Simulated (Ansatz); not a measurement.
GaN in the zincblende structure, relaxed with r2SCAN in the plane-wave code Ansatz. Space group F-43m (No. 216), cubic; a = 4.498 Å in the conventional setting, 11.37 Å³ an atom. Ga has 4 N at 1.95 Å; N has 4 Ga at 1.95 Å.

The axes x, y and z are those of this cell:
```yaml
crystal:
  lattice:
    - [0.00000, 2.24895, 2.24895]
    - [2.24895, 0.00000, 2.24895]
    - [2.24895, 2.24895, 0.00000]
  atoms:
    - { symbol: Ga, position: [0.00000, 0.00000, 0.00000] }
    - { symbol: N, position: [0.25000, 0.25000, 0.25000] }
```

Unstrained: With PBE the gap is 1.756 eV and direct, at Γ. r2SCAN gives a direct gap of 2.168 eV at Γ. The HSE06 gap is direct at Γ: 3.005 eV. Meshes: PBE 10×10×10, r2SCAN 10×10×10, HSE06 6×6×6. Strains are changes of length per length, and xy shears are angles. After each strain the atoms were relaxed again with r2SCAN within the symmetry that the strain leaves, so tilts or polar shifts that break it weren't tested; points keep the names that they have in the unstrained zone. No spin polarisation and no zero-point or thermal motion.

Problem. One strain changed the r2SCAN stress by xx +1.43, yy +0.78, zz +0.78 GPa (compression positive) and the gap by +0.016 eV (PBE), +0.018 eV (r2SCAN), +0.022 eV (HSE06). Which kind of strain was it, and roughly how large?

Solution. Uniaxial -0.5 % along x, other directions held. The pattern of the stress gives the kind; the size needs the stiffness, so it is an estimate.

Problem. Apply uniaxial -0.5 % along [111], other directions held. How far does the gap move, against the unstrained cell?

Solution. PBE: the gap goes from 1.756 to 1.766 eV (+0.010 eV); with r2SCAN the top three valence levels at Γ, degenerate before, become 1+2 from the top over 33 meV. r2SCAN: the gap goes from 2.168 to 2.179 eV (+0.011 eV). HSE06: the gap goes from 3.005 to 3.021 eV (+0.016 eV). The r2SCAN energy rises by 0.4 meV an atom.

Problem. Estimate what isotropic -3.0 % on every length does to the gap.

Solution. PBE: the gap goes from 1.756 to 2.339 eV (+0.583 eV). r2SCAN: the gap goes from 2.168 to 2.781 eV (+0.613 eV). HSE06: the gap goes from 3.005 to 3.676 eV (+0.671 eV). The r2SCAN energy rises by 62.5 meV an atom.

Problem. One strain changed the r2SCAN stress by xx +16.43, yy +16.43, zz 0.00 GPa (compression positive) and the gap by +0.115 eV (PBE), +0.131 eV (r2SCAN), +0.163 eV (HSE06). Which kind of strain was it, and roughly how large?

Solution. Epitaxial -5.0 % in the xy plane, free normal strain +5.03 %. The pattern of the stress gives the kind; the size needs the stiffness, so it is an estimate.

Problem. One strain changed the r2SCAN stress by xx +0.01, yy +0.01, zz 0.00, xy +1.62 GPa (compression positive) and the gap by -0.035 eV (PBE), -0.035 eV (r2SCAN), -0.033 eV (HSE06). Which kind of strain was it, and roughly how large?

Solution. Xy shear, engineering strain (angle) -1.0 %. The pattern of the stress gives the kind; the size needs the stiffness, so it is an estimate.

The meshes of the hybrids are coarse, so their gaps aren't converged to the digits shown.

The splittings at Γ are without spin-orbit coupling, which regroups them where it is of like size or larger.
